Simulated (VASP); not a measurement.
Runs of VASP 6.6.1 on CaS. The structure is cubic, space group Fm-3m (No. 225). Conventional cell: a = 5.705 Å, b = 5.705 Å, c = 5.705 Å, α = 90.00°, β = 90.00°, γ = 90.00°. Ca (site symmetry m-3m) has 6 S at 2.85 Å as nearest neighbours. S (site symmetry m-3m) has 6 Ca at 2.85 Å as nearest neighbours. The cell comes from a database or a generator and needn't be the stable form of this composition.

```tsv
task	level	potentials or basis	cell	k mesh	cutoff (eV)	mesh quality	gap on the mesh (eV)	pressure (GPa)	relaxed volume (Å³/atom)
relaxation of cell and atoms	PBEsol	VASP PAW PBE potentials, release 64 (Ca_sv, S)	relaxed	4 × 4 × 4	600	coarse	2.16	0.0	22.48
relaxation of cell and atoms	RPBE	VASP PAW PBE potentials, release 64 (Ca_sv, S)	relaxed	8 × 8 × 8	600	not flagged	(a)	0.0	24.29
single point	PBEsol	VASP PAW PBE potentials, release 64 (Ca_sv, S)	as given	8 × 8 × 8	520	not flagged	2.25	-2.0	-
relaxation of cell and atoms	PBEsol	VASP PAW PBE potentials, release 64 (Ca_pv, S)	relaxed	8 × 8 × 8	580	not flagged	2.16	0.0	(b)
relaxation of cell and atoms	LDA	VASP PAW LDA potentials, release 64 (Ca_sv, S)	relaxed	8 × 8 × 8	600	not flagged	1.97	0.0	(c)
```

Alike in all rows: no spin polarisation; smearing gaussian 0.02 eV.

Task: Estimate the missing entries.

Result: (a) 2.59; (b) 22.35; (c) 21.63.

Caveats: some runs use coarse meshes; the PAW data sets were made with another functional, which shifts forces and pressure a little (some runs).

A k mesh can miss the band edges.

The runs don't all hold the same shells in valence.

Runs at the PBE level aren't shown here.
